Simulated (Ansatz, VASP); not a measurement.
## One calculation of Si3S, two programs

```
Si S
1.0
    -2.52548    2.52548    2.52548
     2.52548   -2.52548    2.52548
     2.52548    2.52548   -2.52548
Si S
3 1
Direct
  0.00000 0.50000 0.50000
  0.50000 0.00000 0.50000
  0.50000 0.50000 0.00000
  0.00000 0.00000 0.00000
```

Alike in both runs: functional PBE; k mesh 14 × 14 × 14; occupations gaussian, width 0.1 eV; no spin polarisation.

Ansatz relaxed the structure, and its values are those at the end. VASP's run is a single point on that final structure, the one shown.

|  | VASP | Ansatz |
| --- | --- | --- |
| version | VASP 6.6.1 | Ansatz 0.2.0 |
| potentials or method | VASP PAW PBE potentials, release 64 (Si, S) | scalar-relativistic, plane waves, PAW |
| plane-wave cutoff (eV) | 520 | 420 |
| valence electrons in the cell | 18 | 18 |

|  | VASP | Ansatz | Ansatz less VASP |
| --- | --- | --- | --- |
| gap on the k mesh at the Fermi level (eV) | none | none | - |
| pressure (GPa) | 0.0 | 0.0 | +0.04 |

A gap of «none» marks a metal or a gap that the smearing closes. The functional is the same, so the differences come from potentials, cutoffs and numerics.
